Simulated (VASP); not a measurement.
A run of VASP 6.6.1 is set up as follows.

INCAR

```
PREC = Accurate
ENCUT = 600
EDIFF = 1E-7
ISMEAR = 0
SIGMA = 0.03
LREAL = False
LASPH = True
NELM = 80
ALGO = Normal
ISIF = 3
LWAVE = False
LCHARG = False
GGA = PS
IBRION = 2
NSW = 90
EDIFFG = -0.005
KPAR = 2
```

KPOINTS

```
Automatic mesh
0
Gamma
  8 8 8
```

File POSCAR:

```
ZnGeP2                                  
1.0
   -2.7135106786      2.7135106786      5.3548289076
    2.7135106786     -2.7135106786      5.3548289076
    2.7135106786      2.7135106786     -5.3548289076
  Zn              Ge              P             
     2     2     4
Direct
     0.0000000000000000    0.0000000000000000    1.0000000000000000
     0.7500000000000000    0.2500000000000000    0.5000000000000000
     0.5000000000000000    0.5000000000000000    1.0000000000000000
     0.2500000000000000    0.7500000000000000    0.5000000000000000
     0.3750000000000000    0.3772038257267838    0.5022038257267837
     0.6227961742732163    0.1250000000000000    0.9977961742732163
     0.8750000000000000    0.8727961742732163    0.4977961742732162
     0.1272038257267838    0.6250000000000000    0.0022038257267838
```

Potentials or basis: VASP PAW PBE potentials, release 64 (Zn, Ge_d, P).

Launch:

```console
$ cat potpaw_PBE.64/Zn/POTCAR potpaw_PBE.64/Ge_d/POTCAR potpaw_PBE.64/P/POTCAR > POTCAR
$ mpirun -np 2 vasp_std > vasp.out
```

Q: What does it give for the band gap on the k mesh?

A: 1.14 eV, indirect (least direct gap 1.25 eV).

Forces in eV/Å, atoms in the order of the input:
```
Zn   0.000  0.000  0.000
Zn   0.000  0.000  0.000
Ge   0.000  0.000  0.000
Ge   0.000  0.000  0.000
P   -0.003  0.000  0.000
P    0.000  0.003  0.000
P    0.003  0.000  0.000
P    0.000 -0.003  0.000
```

Caveat: the relaxation stopped at its first step, so nothing moved; the PAW data sets were made with another functional, which shifts forces and pressure a little. Expect the measured gap to be larger: semilocal functionals such as PBEsol lack the derivative discontinuity.
